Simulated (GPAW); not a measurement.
AlO:

```xyz
2
Lattice="2.7692 0.0000 0.0000 0.0000 2.7692 0.0000 0.0000 0.0000 2.7692" Properties=species:S:1:pos:R:3 pbc="T T T"
Al    1.3846    1.3846    1.3846
O     0.0000    0.0000    0.0000
```

The cell was built by a generator and needn't be a form met in nature.

* Program: GPAW 26.7.0
* Task: relaxation of cell and atoms
* Functional: RPBE
* Potentials or basis: the program's PAW data sets (release 1.2.1) made for this functional
* Cutoff: 800 eV
* Basis: pw
* k mesh: 8 × 8 × 8
* Occupations: fermi-dirac, width 0.05 eV
* Spin: no spin polarisation

At the start: pressure 3.3 GPa; volume 10.62 Å³/atom.

Q: Where does the relaxation end?

A: Over 3 steps the energy falls by 2.8 meV/atom and the volume is 10.88 Å³/atom (+2.4 %); space group Pm-3m (No. 221, to 0.05 Å).

The path:
| step | energy change (eV) | largest force (eV/Å) | pressure (GPa) | volume (Å³) |
| --- | --- | --- | --- | --- |
| 1 | 0.0000 | 0.0000 | 3.27 | 21.24 |
| 2 | -0.0019 | 0.0000 | 2.63 | 21.33 |
| 3 | -0.0057 | 0.0000 | 0.06 | 21.75 |

Final structure:
```cif
data_structure
_symmetry_space_group_name_H-M 'P 1'
_symmetry_Int_Tables_number 1
_cell_length_a 2.7915
_cell_length_b 2.7915
_cell_length_c 2.7915
_cell_angle_alpha 90.000
_cell_angle_beta 90.000
_cell_angle_gamma 90.000
_cell_volume 21.75
loop_
_atom_site_label
_atom_site_type_symbol
_atom_site_fract_x
_atom_site_fract_y
_atom_site_fract_z
_atom_site_occupancy
Al1 Al 0.50000 0.50000 0.50000 1
O1 O 0.00000 0.00000 0.00000 1
```

Caveat: later steps reuse the first step's grids; an odd number of electrons without spin polarisation forces a metal; a magnetic or distorted state may lie lower.
